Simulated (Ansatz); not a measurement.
Seebeck coefficient (μV/K, mean over directions) of p-type GeTe (R3m) against carrier density, r2SCAN with spin-orbit coupling, rigid bands (Ansatz, an electronic-structure program). Computed gap 0.47 eV; densities at which minority carriers matter at this gap, or further valleys turn the trend, are left out. Conductivity mass 0.22 mₑ (harmonic mean over directions), N_v = 2.4e19 cm⁻³ at 300 K.

```json
[
 {"hole density": "3e18 cm⁻³", "300 K": "385", "500 K": "457"},
 {"hole density": "1e19 cm⁻³", "300 K": "284", "500 K": "(withheld)"},
 {"hole density": "3e19 cm⁻³", "300 K": "197", "500 K": "264"},
 {"hole density": "1e20 cm⁻³", "300 K": "117", "500 K": "173"},
 {"hole density": "3e20 cm⁻³", "300 K": "67", "500 K": "(withheld)"},
 {"hole density": "1e21 cm⁻³", "300 K": "37", "500 K": "61"}
]
```

Task: What belongs in the gaps?

Result: 
- 1e19 cm⁻³, 500 K: 355
- 3e20 cm⁻³, 500 K: 107

Rigid bands with a gap fixed in temperature, one relaxation time for all states, no polarons or phonon drag, and whether or not such doping can be reached.
